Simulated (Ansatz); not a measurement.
# Cr (Cr, beta-Sn type): the cost of one run

Computed with Ansatz 0.2.0 (DFT PBE, plane waves (420 eV) with PAW, scalar-relativistic, unless a step says otherwise).

**1. The starting structure**

The structure is tetragonal, space group I4_1/amd (No. 141). The conventional cell has a = 4.518 Å, b = 4.518 Å, c = 2.467 Å, α = 90.00°, β = 90.00°, γ = 90.00°. Cr (site symmetry -4m2) is surrounded by 6 Cr at 2.34 to 2.47 Å.

As a file:

```cif
data_structure
_symmetry_space_group_name_H-M 'I4_1/amd:1'
_symmetry_Int_Tables_number 141
_cell_length_a 4.5184
_cell_length_b 4.5184
_cell_length_c 2.4671
_cell_angle_alpha 90.000
_cell_angle_beta 90.000
_cell_angle_gamma 90.000
_cell_volume 50.37
loop_
_atom_site_label
_atom_site_type_symbol
_atom_site_symmetry_multiplicity
_atom_site_Wyckoff_symbol
_atom_site_fract_x
_atom_site_fract_y
_atom_site_fract_z
_atom_site_occupancy
Cr1 Cr 4 a 0.00000 0.00000 0.00000 1
```

The atoms start with moments of +1.5 ×2 μB.

**2. Relaxing cell and atoms**

Input file input.yaml:

```yaml
crystal:
  lattice:
    - [-2.2592229202, 2.2592229202, 1.2335357144]
    - [2.2592229202, -2.2592229202, 1.2335357144]
    - [2.2592229202, 2.2592229202, -1.2335357144]
  atoms:
    - { symbol: Cr, position: [0.0, 0.0, 0.0], spin: 1.5 }
    - { symbol: Cr, position: [0.75, 0.25, 0.5], spin: 1.5 }
hamiltonian:
  xc: pbe
  pseudopotentials:
    kind: paw
    azcp:
      Cr: "pseudopotentials/Cr.paw.azcp"
basis:
  ecutwfc: 420
  fft_grid_basis: typed
kpoints:
  mp_grid: { grid: [14, 14, 10], shift: [0, 0, 0] }
magnetization:
  spin_polarized: true
scf:
  occupations: { method: fermi_dirac, width: 0.05 }
relax:
  max_steps: 60
  f_tol: 0.01
  cell: {}
output:
  write_density: true
  write_potential: true
  elf: true
  volumetric_format: npy
```

Run with:

```
$ ansatz run input.yaml --threads 1 --pin off --max-ram 3584MiB --backend cpu --events-out ev --progress --plain --runs-dir out
```

Q: Estimate wall time and peak memory on 1 thread of Intel Xeon Platinum 8259CL at 2.50GHz (Skylake/Cascade Lake), shared host.

About 15 min, with a peak of 0.84 GiB.
